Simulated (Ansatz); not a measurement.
The parent structure is BaSnO3 in the cubic perovskite structure (space group Pm-3m, No. 221; a = 4.176 Å).

All numbers come from PBE (Ansatz, an electronic-structure program; PAW; 420 eV plane waves; no SOC).

Before the change:

The band gap comes out as 0.48 eV and the density comes out as 6.93 g/cm³.

One thing is altered: a hydrostatic pressure of 1.8 GPa.

### Question
What happens to the band gap and density?

### Answer
The band gap goes up by 0.15 eV (0.48 eV → 0.63 eV); the density goes up by 0.09 g/cm³ (6.93 g/cm³ → 7.02 g/cm³).

Load acts through the strain it causes; cell and atoms are relaxed under it. Whether these cells are dynamically stable was not tested.
